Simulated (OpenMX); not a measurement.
**CaO under changes of volume**

One of the cells (13.886 Å³/atom); the others are scaled copies at fixed shape and fractional positions:

```
Ca O
1.0
     0.00000    2.40356    2.40356
     2.40356    0.00000    2.40356
     2.40356    2.40356    0.00000
Ca O
1 1
Cartesian
  0.0000 0.0000 0.0000
  2.4036 2.4036 2.4036
```

The cell is a database's computed one.

* Program: OpenMX 3.8.5
* Functional: LDA
* Potentials or basis: OpenMX 2013 LDA set, Ca9.0-s3p2d1, O6.0-s2p2d1, fixed grid of 32 × 32 × 32 points
* k mesh: 11 × 11 × 11
* Occupations: fermi-dirac, width 0.05 eV
* Spin: no spin polarisation

| volume (Å³/atom) | energy over the lowest point (meV/atom) | gap on the mesh (eV) |
| --- | --- | --- |
| 13.052 | 0.00 | 3.02 |
| 13.330 | 5.86 | 3.01 |
| 13.608 | 15.87 | 3.01 |
| 13.886 | 29.50 | 3.00 |
| 14.163 | 46.24 | 3.00 |
| 14.441 | 65.61 | 3.00 |
| 14.719 | ? | ? |

Q: What does the run at 14.719 Å³/atom give?

A: Energy over the lowest point 87.25 meV/atom; gap on the mesh 3.00 eV.

Worked out: A Birch-Murnaghan fit of order 3 (a polynomial in V^(-2/3)) to the other rows has its minimum at 12.86 Å³/atom, just outside them, with B0 = V·E''(V) = 143 GPa and B' = 5.8. It gives 87.30 meV/atom at 14.719 Å³/atom, against the run's 87.25. A straight line through the other rows of the gap, of slope -0.199 eV per unit of ln V, extrapolates to 2.99 eV, against the run's 3.00.

Energies are extrapolated to zero smearing.

Caveats: an odd mesh through Γ misses points on the zone boundary, where band edges often lie; the basis of atomic orbitals isn't converged, which shifts pressures, moduli and gaps.
